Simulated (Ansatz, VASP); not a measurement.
## Zr: VASP beside Ansatz

```
Zr
1.0
     3.23110    0.00000    0.00000
    -1.61555    2.79821    0.00000
     0.00000    0.00000    5.17514
Zr
2
Direct
  0.33333 0.66667 0.25000
  0.66667 0.33333 0.75000
```

Alike in both runs: functional PBE; k mesh 16 × 16 × 9; occupations fermi-dirac, width 0.08 eV; no spin polarisation.

Ansatz relaxed the structure, and its values are those at the end. VASP's run is a single point on that final structure, the one shown.

```csv
,VASP,Ansatz
version,VASP 6.6.1,Ansatz 0.2.0
potentials or method,"VASP PAW PBE potentials, release 64 (Zr_sv)","PAW with Ansatz's default frozen-core files, scalar-relativistic"
plane-wave cutoff (eV),520,420
valence electrons in the cell,24,24
```

```tsv
	VASP	Ansatz	Ansatz less VASP
pressure (GPa)	0.0	0.0	-0.03
```
